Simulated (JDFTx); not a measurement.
The system is Hf.

```xyz
2
Lattice="3.1967 0.0000 0.0000 -1.5983 2.7684 0.0000 0.0000 0.0000 5.0578" Properties=species:S:1:pos:R:3 pbc="T T T"
Hf    1.5984    0.9228    3.7934
Hf    0.0000    1.8456    1.2645
```

| Property | Result |
| --- | --- |
| Program | JDFTx 1.7.0 (patched build) |
| Task | single point |
| Functional | PBE |
| Potentials or basis | PseudoDojo-SR-PBE-0.5-standard |
| Cutoff | 789 eV |
| Density cutoff | 3157 eV |
| k mesh | 10 × 10 × 5 |
| Occupations | fermi-dirac, width 0.05 eV |
| Spin | no spin polarisation |

On this cell: pressure 0.6 GPa; largest force under 0.003 eV/Å; band gap on the k mesh none (metal or under the smearing width).

The same run follows on a disturbed copy (atoms moved at random, drawn with an rms of 0.05 Å):

```xyz
2
Lattice="3.1967 0.0000 0.0000 -1.5983 2.7684 0.0000 0.0000 0.0000 5.0578" Properties=species:S:1:pos:R:3 pbc="T T T"
Hf    1.5908    0.9587    3.8161
Hf   -0.0345    1.8628    1.2476
```

Q: What changes?

A: The energy (extrapolated to zero smearing) moves by +2.1 meV/atom; pressure 0.7 GPa; largest force 0.168 eV/Å; band gap on the k mesh none (metal or under the smearing width).

Forces in eV/Å, atoms in the order of the input:
```
Hf  -0.064 -0.044 -0.149
Hf   0.064  0.044  0.149
```

Stress tensor (GPa, compression positive):
```
0.96 0.25 0.05
0.25 0.61 0.04
0.05 0.04 0.56
```

Caveats: forces may be off by hundredths of an eV/Å.
